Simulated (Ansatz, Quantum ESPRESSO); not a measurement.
## Bi: spin-orbit coupling in 2 programs

```
CELL_PARAMETERS angstrom
3.48860 -3.13258 0.00000
3.48860 3.13258 0.00000
-1.26023 0.00000 3.11355
ATOMIC_POSITIONS crystal
Bi 0.75306 0.75306 0.85738
Bi 0.24694 0.24694 0.14262
```

This isn't the form of Bi at room conditions, which is rhombohedral.

Kept alike: task band structure; functional PBEsol; k mesh 6 × 6 × 9; occupations fermi-dirac, width 0.05 eV. The mesh is that of the run's cell of 2 atoms.

- A: Ansatz, Ansatz PAW, made for PBE, cutoff 420 eV
- B: Quantum ESPRESSO; PseudoDojo 0.4.1 SR PBEsol standard (False); PseudoDojo 0.4 FR PBEsol standard (True), cutoff 898 eV

| spin-orbit coupling | A: pressure (GPa) | B: pressure (GPa) |
| --- | --- | --- |
| off | -2.46 | -2.46 |
| on | -1.24 | -1.16 |

Pressure is positive in compression; plane-wave values hold the error of the finite cutoff, which Ansatz corrects. Values on potentials made for another functional: all of A. For a metal such a mesh leaves the last digits unconverged.

**Question.** How large is the effect of spin-orbit coupling, and do the programs agree on it?

**Answer.** From off to on the pressure moves by +1.22 in A, +1.30 in B (GPa). Row by row the programs differ by 0.00 to 0.08, and over this span the shifts, as printed, agree within about 6 %.
